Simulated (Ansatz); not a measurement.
# ZnSiP2: the cost of one run

Program: Ansatz 0.2.0. Linear response, PAW datasets, plane waves. No spin polarisation and no zero-point or thermal motion; the cell was built from a prototype and may be hypothetical.

**1. The cell**

The cell was relaxed beforehand with PBEsol.

Space group I-42d (No. 122), tetragonal; a = 5.353 Å, c = 10.446 Å in the conventional setting, 18.71 Å³ an atom. Around Zn lie 4 P at 2.35 Å; around P lie 2 Si at 2.25 Å and 2 Zn at 2.35 Å; around Si lie 4 P at 2.25 Å.

Coordinates:

```cif
data_structure
_symmetry_space_group_name_H-M 'I-42d'
_symmetry_Int_Tables_number 122
_cell_length_a 5.3528
_cell_length_b 5.3528
_cell_length_c 10.4462
_cell_angle_alpha 90.000
_cell_angle_beta 90.000
_cell_angle_gamma 90.000
_cell_volume 299.31
loop_
_atom_site_label
_atom_site_type_symbol
_atom_site_symmetry_multiplicity
_atom_site_Wyckoff_symbol
_atom_site_fract_x
_atom_site_fract_y
_atom_site_fract_z
_atom_site_occupancy
Zn1 Zn 4 a 0.00000 0.00000 0.00000 1
P1 P 8 d 0.26454 0.25000 0.12500 1
Si1 Si 4 b 0.50000 0.50000 0.00000 1
```

**2. Zone-centre modes, PBEsol**

Input file input.yaml:

```yaml
crystal:
  lattice:
    - [-2.6764216328, 2.6764216328, 5.2231033262]
    - [2.6764216328, -2.6764216328, 5.2231033262]
    - [2.6764216328, 2.6764216328, -5.2231033262]
  atoms:
    - { symbol: Zn, position: [0.0, 0.0, 0.0] }
    - { symbol: P, position: [0.375, 0.3895443595, 0.5145443595] }
    - { symbol: Zn, position: [0.75, 0.25, 0.5] }
    - { symbol: P, position: [0.1395443595, 0.625, 0.0145443595] }
    - { symbol: Si, position: [0.5, 0.5, 0.0] }
    - { symbol: P, position: [0.875, 0.8604556405, 0.4854556405] }
    - { symbol: Si, position: [0.25, 0.75, 0.5] }
    - { symbol: P, position: [0.6104556405, 0.125, -0.0145443595] }
kpoints:
  mp_grid: { grid: [6, 6, 6] }
hamiltonian:
  xc: pbesol
scf:
  occupations: { method: fixed }
phonons:
  method: dfpt
  dielectric: true
  qpoints: [[0, 0, 0]]
  rigid_motions: translations
```

Started as:

```console
ansatz run input.yaml --threads 4 --pin off --max-ram 7372MiB --backend cpu --events-out ev --progress --plain --runs-dir out
```

**Question.** How long does this run take on 4 threads of Arm Neoverse V1, shared host, and how much memory does it need?

About 5.5 min, with a peak of 2.9 GiB.
